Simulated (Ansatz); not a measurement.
Write the native input for Ansatz 0.2.0 that does the following.

* Task: relaxation of cell and atoms
* Functional: PBEsol
* Potentials or basis: Ansatz PAW
* Cutoff: 420 eV (not typed: the program's choice for these potentials)
* k mesh: 6 × 6 × 10
* Occupations: fermi-dirac, width 0.05 eV
* Spin: no spin polarisation
* Target pressure (GPa): 0

The system is SiO2.

```
Si O
1.0
     4.23317    0.00000    0.00000
     0.00000    4.23317    0.00000
     0.00000    0.00000    2.69349
Si O
2 4
Direct
  0.00000 0.00000 0.00000
  0.50000 0.50000 0.50000
  0.80684 0.19316 0.50000
  0.30684 0.30684 0.00000
  0.19316 0.80684 0.50000
  0.69316 0.69316 0.00000
```

The cell comes from a database or a generator and needn't be the stable form of this composition.

One way to write it, as run:

input.yaml

```yaml
crystal:
  lattice:
    - [4.233169, 0.0, 0.0]
    - [0.0, 4.233169, 0.0]
    - [0.0, 0.0, 2.693495]
  atoms:
    - { symbol: Si, position: [0.0, 0.0, 0.0] }
    - { symbol: Si, position: [0.5, 0.5, 0.5] }
    - { symbol: O, position: [0.806839, 0.193161, 0.5] }
    - { symbol: O, position: [0.306839, 0.306839, 0.0] }
    - { symbol: O, position: [0.193161, 0.806839, 0.5] }
    - { symbol: O, position: [0.693161, 0.693161, 0.0] }
hamiltonian:
  xc: pbesol
  pseudopotentials: { kind: paw }
kpoints:
  mp_grid: { grid: [6, 6, 10] }
scf:
  occupations: { method: fermi_dirac, width: 0.05 }
output:
  forces: true
  stress: true
  eigenvalues: true
relax:
  f_tol: 0.01
  max_steps: 40
  cell: { stress_tol: 0.05 }
```

Potentials or basis: Ansatz PAW.

Command:

```console
$ ansatz run input.yaml --threads 2 --pin off --max-ram 5632MiB --backend cpu --events-out ev --progress --plain --runs-dir out
```

Results of the run:

The relaxed volume is 7.85 Å³/atom. The relaxed cell is a = 4.195 Å, b = 4.195 Å, c = 2.678 Å, α = 90.00°, β = 90.00°, γ = 90.00° and the space group after relaxing (to 0.05 Å) is P4_2/mnm (No. 136). The energy gained by relaxing is 3.9 meV/atom. The ionic steps are 8, the pressure after relaxing is 0.0 GPa and the band gap on the k mesh is 5.35 eV, direct.

Caveat: the plane-wave basis is chosen anew once the cell has moved, so the energies of steps on either side of that aren't comparable; the pressure holds a Pulay correction of +1.1 GPa for the finite cutoff; the PAW data sets come from PBE, with cores solved anew for the run's functional, which leaves a small shift of forces and pressure.

Run time: 11 s on 2 threads of Intel(R) Xeon(R) Platinum 8488C (Sapphire Rapids), on a shared host, peak memory 0.42 GiB.
